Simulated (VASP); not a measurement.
# ZnS (F-43m) in VASP: notebook

The runs below take ZnS through single point, with PBE.

Program: VASP 6.6.1. These are calculated values, not measurements. Logs are shortened: lines on timing, memory, paths and dates and some standing lists are left out, and cuts for length are marked.

## Step 1: The crystal as given

Symmetry: F-43m, No. 216, cubic system. The conventional cell has a = 5.404 Å, b = 5.404 Å, c = 5.404 Å, α = 90.00°, β = 90.00°, γ = 90.00°. Around Zn (site symmetry -43m) lie 4 S at 2.34 Å. S (site symmetry -43m) has 4 Zn at 2.34 Å as nearest neighbours.

## Step 2: Single point, PBE, spin-orbit coupling, no magnetisation

File INCAR:

```
SYSTEM = ZnS
PREC = Accurate
ENCUT = 460
EDIFF = 1E-7
ISMEAR = 0
SIGMA = 0.02
LREAL = .False.
LASPH = .True.
NELM = 100
ALGO = Normal
ISIF = 2
LWAVE = .False.
LCHARG = .False.
LNONCOLLINEAR = .True.
MAGMOM = 0 0 0 0 0 0
LORBIT = 11
LSORBIT = .True.
GGA_COMPAT = .False.
GGA = PE
NBANDS = 34
```

File KPOINTS:

```
Automatic mesh
0
Gamma
  5 5 5
  0 0 0
```

File POSCAR:

```
ZnS
1.0
    0.0000000000      2.7020000000      2.7020000000
    2.7020000000      0.0000000000      2.7020000000
    2.7020000000      2.7020000000      0.0000000000
Zn S
1 1
Direct
    0.7500000000      0.7500000000      0.7500000000
    0.0000000000      0.0000000000      0.0000000000
```

Potentials or basis: VASP PAW PBE potentials, release 64 (Zn, S).

The run is started by

```
$ cat potpaw_PBE.64/Zn/POTCAR potpaw_PBE.64/S/POTCAR > POTCAR
$ mpirun -np 1 vasp_ncl > vasp.out
```

OUTCAR:

```text
SYSTEM = ZnS
   PREC = Accurate
   ENCUT = 460
   EDIFF = 1E-7
   ISMEAR = 0
   LREAL = .False.
   LASPH = .True.
   NELM = 100
   ISIF = 2
   LNONCOLLINEAR = .True.
   LORBIT = 11
   LSORBIT = .True.
   GGA = PE

 Found     14 irreducible k-points:

 Following reciprocal coordinates:
            Coordinates               Weight
  0.000000  0.000000  0.000000      1.000000
  0.200000  0.000000  0.000000      4.000000
 -0.200000  0.000000  0.000000      4.000000
  0.400000  0.000000  0.000000      4.000000
 -0.400000  0.000000  0.000000      4.000000
  0.200000  0.200000  0.000000      6.000000
   k-points           NKPTS =     14   k-points in BZ     NKDIM =     14   number of bands    NBANDS=     34
   number of dos      NEDOS =    301   number of ions     NIONS =      2
   total plane-waves  NPLWV =  21952
   dimension x,y,z NGX =    28 NGY =   28 NGZ =   28
   dimension x,y,z NGXF=    56 NGYF=   56 NGZF=   56
   ions per type =               1   1
   NGX,Y,Z   is equivalent  to a cutoff of  12.18, 12.18, 12.18 a.u.
   NGXF,Y,Z  is equivalent  to a cutoff of  24.36, 24.36, 24.36 a.u.
 SYSTEM =  ZnS
   PREC   = accura    normal or accurate (medium, high low for compatibility)
   ISTART =      0    job   : 0-new  1-cont  2-samecut
   ICHARG =      2    charge: 1-file 2-atom 10-const
   ISPIN  =      1    spin polarized calculation?
   LNONCOLLINEAR =      T non collinear calculations
   LSORBIT =      T    spin-orbit coupling
   LASPH  =      T    aspherical Exc in radial PAW
   ENCUT  =  460.0 eV  33.81 Ry    5.81 a.u.   6.68  6.68  6.68*2*pi/ulx,y,z
   NELM   =    100;   NELMIN=  2; NELMDL= -5     # of ELM steps
   EDIFF  = 0.1E-06   stopping-criterion for ELM
   LREAL  =      F    real-space projection
   EDIFFG = 0.1E-05   stopping-criterion for IOM
   NSW    =      0    number of steps for IOM
   IBRION =     -1    ionic relax: 0-MD 1-quasi-New 2-CG
   NFREE  =      0    steps in history (QN), initial steepest desc. (CG)
   ISIF   =      2    stress and relaxation
   ISYM   =      2    0-nonsym 1-usesym 2-fastsym
   POTIM  = 0.5000    time-step for ionic-motion
   TEBEG  =    0.0;   TEEND  =   0.0 temperature during run
   PSTRESS=    0.0 pullay stress
   NELECT =      18.0000    total number of electrons
   NUPDOWN=      -1.0000    fix difference up-down
   EMIN   =  10.00;   EMAX   =-10.00  energy-range for DOS
   EFERMI =   0.00;   METHOD = LEGACY
   ISMEAR =     0;   SIGMA  =   0.02  broadening in eV -4-tet -1-fermi 0-gaus
   EFERMI_NEDOS =   21; number of points for ismear=-14 and -15
   IALGO  =     38    algorithm
   IMIX   =      4    mixing-type and parameters
     AMIX     =   0.40;   BMIX     =  1.00
     AMIX_MAG =   1.60;   BMIX_MAG =  1.00
  volume/ion in A,a.u.               =      19.73       133.12
  Fermi-wavevector in a.u.,A,eV,Ry     =   1.260290  2.381602 21.610537  1.588330
  Thomas-Fermi vector in A             =   2.393807
   LORBIT       =     11    0 simple, 1 ext, 2 COOP (PROOUT), +10 PAW based schemes
[... 250 lines left out ...]
  energy-cutoff  :      460.00
  volume of cell :       39.45
      direct lattice vectors                 reciprocal lattice vectors
     0.000000000  2.702000000  2.702000000    -0.185048113  0.185048113  0.185048113
     2.702000000  0.000000000  2.702000000     0.185048113 -0.185048113  0.185048113
     2.702000000  2.702000000  0.000000000     0.185048113  0.185048113 -0.185048113

 POSITION                                       TOTAL-FORCE (eV/Angst)
 -----------------------------------------------------------------------------------
      4.05300      4.05300      4.05300         0.000000      0.000000      0.000000
      0.00000      0.00000      0.00000        -0.000000     -0.000000     -0.000000
 -----------------------------------------------------------------------------------
    total drift:                                0.000001      0.000001      0.000001

  FREE ENERGIE OF THE ION-ELECTRON SYSTEM (eV)
  ---------------------------------------------------
  free  energy   TOTEN  =        -6.8403316721 eV

  energy  without entropy=       -6.8403316721  energy(sigma->0) =       -6.84033167

 Spin-Orbit-Coupling matrix elements

 Ion:    1  E_soc:     -0.0083587
 l=   1
     0.0000000    -0.0004096    -0.0004096
    -0.0004096     0.0000000    -0.0004096
    -0.0004096    -0.0004096     0.0000000
 l=   2
     0.0000000    -0.0002009     0.0000000    -0.0002009    -0.0007827
    -0.0002009     0.0000000    -0.0005870    -0.0002009    -0.0001957
     0.0000000    -0.0005870     0.0000000    -0.0005870     0.0000000
    -0.0002009    -0.0002009    -0.0005870     0.0000000    -0.0001957
    -0.0007827    -0.0001957     0.0000000    -0.0001957     0.0000000
 l=   3
     0.0000000     0.0000000     0.0000000     0.0000000     0.0000000     0.0000000     0.0000000
     0.0000000     0.0000000     0.0000000     0.0000000     0.0000000     0.0000000     0.0000000
     0.0000000     0.0000000     0.0000000     0.0000000     0.0000000     0.0000000     0.0000000
     0.0000000     0.0000000     0.0000000     0.0000000     0.0000000     0.0000000     0.0000000
     0.0000000     0.0000000     0.0000000     0.0000000     0.0000000     0.0000000     0.0000000
     0.0000000     0.0000000     0.0000000     0.0000000     0.0000000     0.0000000     0.0000000
     0.0000000     0.0000000     0.0000000     0.0000000     0.0000000     0.0000000     0.0000000

 Ion:    2  E_soc:     -0.0017723
 l=   1
     0.0000000    -0.0002954    -0.0002954
    -0.0002954     0.0000000    -0.0002954
    -0.0002954    -0.0002954     0.0000000
 l=   2
     0.0000000     0.0000000     0.0000000     0.0000000     0.0000000
     0.0000000     0.0000000     0.0000000     0.0000000     0.0000000
     0.0000000     0.0000000     0.0000000     0.0000000     0.0000000
     0.0000000     0.0000000     0.0000000     0.0000000     0.0000000
     0.0000000     0.0000000     0.0000000     0.0000000     0.0000000
 l=   3
     0.0000000     0.0000000     0.0000000     0.0000000     0.0000000     0.0000000     0.0000000
     0.0000000     0.0000000     0.0000000     0.0000000     0.0000000     0.0000000     0.0000000
     0.0000000     0.0000000     0.0000000     0.0000000     0.0000000     0.0000000     0.0000000
     0.0000000     0.0000000     0.0000000     0.0000000     0.0000000     0.0000000     0.0000000
     0.0000000     0.0000000     0.0000000     0.0000000     0.0000000     0.0000000     0.0000000
     0.0000000     0.0000000     0.0000000     0.0000000     0.0000000     0.0000000     0.0000000
     0.0000000     0.0000000     0.0000000     0.0000000     0.0000000     0.0000000     0.0000000

 total charge

# of ion       s       p       d       tot
------------------------------------------
    1        0.518   0.477   9.800  10.795
    2        1.314   2.440   0.000   3.754
--------------------------------------------------
tot          1.832   2.917   9.800  14.549

 magnetization (x)

# of ion       s       p       d       tot
------------------------------------------
    1        0.000  -0.000  -0.000  -0.000
    2       -0.000  -0.000   0.000  -0.000
--------------------------------------------------
tot          0.000  -0.000  -0.000  -0.000

 magnetization (y)

# of ion       s       p       d       tot
------------------------------------------
    1        0.000  -0.000  -0.000  -0.000
    2        0.000  -0.000   0.000  -0.000
--------------------------------------------------
tot          0.000  -0.000  -0.000  -0.000

 magnetization (z)

# of ion       s       p       d       tot
------------------------------------------
    1        0.000  -0.000  -0.000  -0.000
    2        0.000   0.000   0.000   0.000
--------------------------------------------------
tot          0.000  -0.000  -0.000   0.000
```

OSZICAR:

```text
N       E                     dE             d eps       ncg     rms          rms(c)
DAV:   1     0.122061423666E+03    0.12206E+03   -0.72865E+03   952   0.117E+03
DAV:   2     0.677331947182E+01   -0.11529E+03   -0.10616E+03   960   0.289E+02
DAV:   3    -0.689845283234E+01   -0.13672E+02   -0.13389E+02  1112   0.936E+01
DAV:   4    -0.726824146084E+01   -0.36979E+00   -0.36880E+00  1096   0.156E+01
DAV:   5    -0.727210769187E+01   -0.38662E-02   -0.38652E-02  1102   0.158E+00    0.687E+00
DAV:   6    -0.685438454393E+01    0.41772E+00   -0.53106E-01  1440   0.286E+01    0.529E+00
DAV:   7    -0.684046640882E+01    0.13918E-01   -0.35935E-01  1112   0.454E+00    0.271E+00
DAV:   8    -0.683984988236E+01    0.61653E-03   -0.62320E-03  1056   0.581E-01    0.928E-01
DAV:   9    -0.684016559357E+01   -0.31571E-03   -0.11222E-03  1010   0.282E-01    0.217E-01
DAV:  10    -0.684021959801E+01   -0.54004E-04   -0.12385E-04  1106   0.950E-02    0.105E-01
DAV:  11    -0.684033175192E+01   -0.11215E-03   -0.10085E-04  1004   0.152E-01    0.104E-01
DAV:  12    -0.684033067542E+01    0.10765E-05   -0.32717E-05  1130   0.110E-01    0.109E-02
DAV:  13    -0.684033155885E+01   -0.88343E-06   -0.34584E-06  1006   0.161E-02    0.355E-03
DAV:  14    -0.684033167428E+01   -0.11543E-06   -0.40273E-07  1076   0.112E-02    0.280E-03
DAV:  15    -0.684033167214E+01    0.21334E-08   -0.51971E-08   854   0.210E-03
   1 F= -.68403317E+01 E0= -.68403317E+01  d E =-.565025E-18  mag=    -0.0000    -0.0000     0.0000
```

stdout:

```text
POSCAR found type information on POSCAR ZnS
 POSCAR found :  2 types and       2 ions
 scaLAPACK will be used
 LDA part: xc-table for (Slater+PW92), standard interpolation
 POSCAR, INCAR and KPOINTS ok, starting setup
 FFT: planning ... GRIDC
 FFT: planning ... GRID_SOFT
 FFT: planning ... GRID
 WAVECAR not read
 entering main loop
```

Wall time 25 s (1 thread of AMD EPYC 9R45 (Zen 5), shared host); peak memory 0.21 GiB.

These settings aren't checked as converged: the numbers below hold their error.

Results:

```yaml
Free_energy: -6.8403 eV
Pressure: 1.8 GPa
Valence_electrons_inside_the_program's_atomic_spheres: Zn 10.79; S 3.75
```

Caveat: the k mesh is coarse (spacing up to 0.40 Å⁻¹), so the values aren't converged.

## Step 3: Single point, PBE, spin-orbit coupling, no magnetisation

Edit INCAR of step 2 so:

```diff
@@ -2,3 +2,3 @@
 PREC = Accurate
-ENCUT = 460
+ENCUT = 520
 EDIFF = 1E-7
```

KPOINTS is that of step 2.

POSCAR is that of step 2.

Potentials or basis: VASP PAW PBE potentials, release 64 (Zn, S).

The run is started by

```
$ cat potpaw_PBE.64/Zn/POTCAR potpaw_PBE.64/S/POTCAR > POTCAR
$ mpirun -np 1 vasp_ncl > vasp.out
```

OUTCAR:

```text
SYSTEM = ZnS
   PREC = Accurate
   ENCUT = 520
   EDIFF = 1E-7
   ISMEAR = 0
   LREAL = .False.
   LASPH = .True.
   NELM = 100
   ISIF = 2
   LNONCOLLINEAR = .True.
   LORBIT = 11
   LSORBIT = .True.
   GGA = PE

 Found     14 irreducible k-points:

 Following reciprocal coordinates:
            Coordinates               Weight
  0.000000  0.000000  0.000000      1.000000
  0.200000  0.000000  0.000000      4.000000
 -0.200000  0.000000  0.000000      4.000000
  0.400000  0.000000  0.000000      4.000000
 -0.400000  0.000000  0.000000      4.000000
  0.200000  0.200000  0.000000      6.000000
   k-points           NKPTS =     14   k-points in BZ     NKDIM =     14   number of bands    NBANDS=     34
   number of dos      NEDOS =    301   number of ions     NIONS =      2
   total plane-waves  NPLWV =  21952
   dimension x,y,z NGX =    28 NGY =   28 NGZ =   28
   dimension x,y,z NGXF=    56 NGYF=   56 NGZF=   56
   ions per type =               1   1
   NGX,Y,Z   is equivalent  to a cutoff of  12.18, 12.18, 12.18 a.u.
   NGXF,Y,Z  is equivalent  to a cutoff of  24.36, 24.36, 24.36 a.u.
 SYSTEM =  ZnS
   PREC   = accura    normal or accurate (medium, high low for compatibility)
   ISTART =      0    job   : 0-new  1-cont  2-samecut
   ICHARG =      2    charge: 1-file 2-atom 10-const
   ISPIN  =      1    spin polarized calculation?
   LNONCOLLINEAR =      T non collinear calculations
   LSORBIT =      T    spin-orbit coupling
   LASPH  =      T    aspherical Exc in radial PAW
   ENCUT  =  520.0 eV  38.22 Ry    6.18 a.u.   7.10  7.10  7.10*2*pi/ulx,y,z
   NELM   =    100;   NELMIN=  2; NELMDL= -5     # of ELM steps
   EDIFF  = 0.1E-06   stopping-criterion for ELM
   LREAL  =      F    real-space projection
   EDIFFG = 0.1E-05   stopping-criterion for IOM
   NSW    =      0    number of steps for IOM
   IBRION =     -1    ionic relax: 0-MD 1-quasi-New 2-CG
   NFREE  =      0    steps in history (QN), initial steepest desc. (CG)
   ISIF   =      2    stress and relaxation
   ISYM   =      2    0-nonsym 1-usesym 2-fastsym
   POTIM  = 0.5000    time-step for ionic-motion
   TEBEG  =    0.0;   TEEND  =   0.0 temperature during run
   PSTRESS=    0.0 pullay stress
   NELECT =      18.0000    total number of electrons
   NUPDOWN=      -1.0000    fix difference up-down
   EMIN   =  10.00;   EMAX   =-10.00  energy-range for DOS
   EFERMI =   0.00;   METHOD = LEGACY
[... 272 lines left out ...]
    total drift:                                0.000001      0.000001      0.000001

  FREE ENERGIE OF THE ION-ELECTRON SYSTEM (eV)
  ---------------------------------------------------
  free  energy   TOTEN  =        -6.8408070656 eV

  energy  without entropy=       -6.8408070656  energy(sigma->0) =       -6.84080707

 Spin-Orbit-Coupling matrix elements

 Ion:    1  E_soc:     -0.0083601
 l=   1
     0.0000000    -0.0004095    -0.0004095
    -0.0004095     0.0000000    -0.0004095
    -0.0004095    -0.0004095     0.0000000
 l=   2
     0.0000000    -0.0002009     0.0000000    -0.0002009    -0.0007829
    -0.0002009     0.0000000    -0.0005872    -0.0002009    -0.0001957
     0.0000000    -0.0005872     0.0000000    -0.0005872     0.0000000
    -0.0002009    -0.0002009    -0.0005872     0.0000000    -0.0001957
    -0.0007829    -0.0001957     0.0000000    -0.0001957     0.0000000
 l=   3
     0.0000000     0.0000000     0.0000000     0.0000000     0.0000000     0.0000000     0.0000000
     0.0000000     0.0000000     0.0000000     0.0000000     0.0000000     0.0000000     0.0000000
     0.0000000     0.0000000     0.0000000     0.0000000     0.0000000     0.0000000     0.0000000
     0.0000000     0.0000000     0.0000000     0.0000000     0.0000000     0.0000000     0.0000000
     0.0000000     0.0000000     0.0000000     0.0000000     0.0000000     0.0000000     0.0000000
     0.0000000     0.0000000     0.0000000     0.0000000     0.0000000     0.0000000     0.0000000
     0.0000000     0.0000000     0.0000000     0.0000000     0.0000000     0.0000000     0.0000000

 Ion:    2  E_soc:     -0.0017724
 l=   1
     0.0000000    -0.0002954    -0.0002954
    -0.0002954     0.0000000    -0.0002954
    -0.0002954    -0.0002954     0.0000000
 l=   2
     0.0000000     0.0000000     0.0000000     0.0000000     0.0000000
     0.0000000     0.0000000     0.0000000     0.0000000     0.0000000
     0.0000000     0.0000000     0.0000000     0.0000000     0.0000000
     0.0000000     0.0000000     0.0000000     0.0000000     0.0000000
     0.0000000     0.0000000     0.0000000     0.0000000     0.0000000
 l=   3
     0.0000000     0.0000000     0.0000000     0.0000000     0.0000000     0.0000000     0.0000000
     0.0000000     0.0000000     0.0000000     0.0000000     0.0000000     0.0000000     0.0000000
     0.0000000     0.0000000     0.0000000     0.0000000     0.0000000     0.0000000     0.0000000
     0.0000000     0.0000000     0.0000000     0.0000000     0.0000000     0.0000000     0.0000000
     0.0000000     0.0000000     0.0000000     0.0000000     0.0000000     0.0000000     0.0000000
     0.0000000     0.0000000     0.0000000     0.0000000     0.0000000     0.0000000     0.0000000
     0.0000000     0.0000000     0.0000000     0.0000000     0.0000000     0.0000000     0.0000000

 total charge

# of ion       s       p       d       tot
------------------------------------------
    1        0.518   0.477   9.800  10.795
    2        1.313   2.441   0.000   3.754
--------------------------------------------------
tot          1.831   2.917   9.800  14.549

 magnetization (x)

# of ion       s       p       d       tot
------------------------------------------
    1        0.000   0.000  -0.000  -0.000
    2        0.000   0.000   0.000   0.000
--------------------------------------------------
tot          0.000   0.000  -0.000  -0.000

 magnetization (y)

# of ion       s       p       d       tot
------------------------------------------
    1        0.000   0.000   0.000   0.000
    2        0.000   0.000   0.000   0.000
--------------------------------------------------
tot          0.000   0.000   0.000   0.000

 magnetization (z)

# of ion       s       p       d       tot
------------------------------------------
    1        0.000  -0.000  -0.000  -0.000
    2        0.000   0.000   0.000   0.000
--------------------------------------------------
tot          0.000  -0.000  -0.000   0.000
```

OSZICAR:

```text
N       E                     dE             d eps       ncg     rms          rms(c)
DAV:   1     0.126562980274E+03    0.12656E+03   -0.79165E+03   960   0.126E+03
DAV:   2     0.769647790138E+01   -0.11887E+03   -0.10989E+03   952   0.305E+02
DAV:   3    -0.685466161409E+01   -0.14551E+02   -0.14227E+02  1172   0.982E+01
DAV:   4    -0.726835931515E+01   -0.41370E+00   -0.41251E+00  1058   0.167E+01
DAV:   5    -0.727255218395E+01   -0.41929E-02   -0.41917E-02  1162   0.166E+00    0.687E+00
DAV:   6    -0.685478533352E+01    0.41777E+00   -0.52935E-01  1434   0.286E+01    0.528E+00
DAV:   7    -0.684096778852E+01    0.13818E-01   -0.36054E-01  1122   0.454E+00    0.271E+00
DAV:   8    -0.684032859169E+01    0.63920E-03   -0.62088E-03  1044   0.583E-01    0.929E-01
DAV:   9    -0.684064100121E+01   -0.31241E-03   -0.11191E-03  1054   0.293E-01    0.217E-01
DAV:  10    -0.684069496570E+01   -0.53964E-04   -0.12531E-04  1088   0.952E-02    0.104E-01
DAV:  11    -0.684080568221E+01   -0.11072E-03   -0.93849E-05  1004   0.135E-01    0.997E-02
DAV:  12    -0.684080612166E+01   -0.43945E-06   -0.29211E-05  1088   0.987E-02    0.990E-03
DAV:  13    -0.684080696286E+01   -0.84120E-06   -0.30301E-06  1018   0.162E-02    0.394E-03
DAV:  14    -0.684080706946E+01   -0.10660E-06   -0.41242E-07  1068   0.105E-02    0.238E-03
DAV:  15    -0.684080706561E+01    0.38506E-08   -0.44690E-08   832   0.180E-03
   1 F= -.68408071E+01 E0= -.68408071E+01  d E =-.460130E-18  mag=     0.0000    -0.0000     0.0000
```

stdout:

```text
POSCAR found type information on POSCAR ZnS
 POSCAR found :  2 types and       2 ions
 scaLAPACK will be used
 LDA part: xc-table for (Slater+PW92), standard interpolation
 POSCAR, INCAR and KPOINTS ok, starting setup
 FFT: planning ... GRIDC
 FFT: planning ... GRID_SOFT
 FFT: planning ... GRID
 WAVECAR not read
 entering main loop
```

Run time: 26 s. Hardware: 1 thread of AMD EPYC 9R45 (Zen 5), shared host; peak memory 0.22 GiB.

The run converged, but some of its settings lie outside the range that counts as converged, so its numbers aren't taken as properties of the crystal.

Results:

```
Free energy                                           : -6.8408 eV
Pressure                                              : 1.8 GPa
Valence electrons inside the program's atomic spheres : Zn 10.79; S 3.75
```

Caveat: the k mesh is coarse (spacing up to 0.40 Å⁻¹), so the values aren't converged.

## Step 4: Single point, PBE, spin-orbit coupling, no magnetisation

Edit INCAR of step 3 so:

```diff
@@ -2,3 +2,3 @@
 PREC = Accurate
-ENCUT = 520
+ENCUT = 400
 EDIFF = 1E-7
```

File KPOINTS:

```
Automatic mesh
0
Gamma
  6 6 6
  0 0 0
```

POSCAR is that of step 3.

The run is started by

```
$ cat potpaw_PBE.64/Zn/POTCAR potpaw_PBE.64/S/POTCAR > POTCAR
$ mpirun -np 1 vasp_ncl > vasp.out
```

Run time: 34 s. Hardware: 1 thread of AMD EPYC 9R45 (Zen 5), shared host; peak memory 0.22 GiB.

The run converged, but some of its settings lie outside the range that counts as converged, so its numbers aren't taken as properties of the crystal.

What came out:

```yaml
Free_energy: -6.8478 eV
Pressure: 1.5 GPa
Valence_electrons_inside_the_program's_atomic_spheres: Zn 10.79; S 3.75
```

## Step 5: Single point, PBE, spin-orbit coupling, no magnetisation

Edit INCAR of step 4 so:

```diff
@@ -3,3 +3,3 @@
 ENCUT = 400
-EDIFF = 1E-7
+EDIFF = 1E-4
 ISMEAR = 0
```

KPOINTS is that of step 4.

POSCAR is that of step 4.

The run is started by

```
$ cat potpaw_PBE.64/Zn/POTCAR potpaw_PBE.64/S/POTCAR > POTCAR
$ mpirun -np 1 vasp_ncl > vasp.out
```

Wall time 24 s (1 thread of AMD EPYC 9R45 (Zen 5), shared host); peak memory 0.21 GiB.

These settings aren't checked as converged: the numbers below hold their error.

What came out:

- Free energy: -6.8476 eV
- Pressure: 1.2 GPa
- Valence electrons inside the program's atomic spheres: Zn 10.79; S 3.75

(Continued in part 2 of 2.)
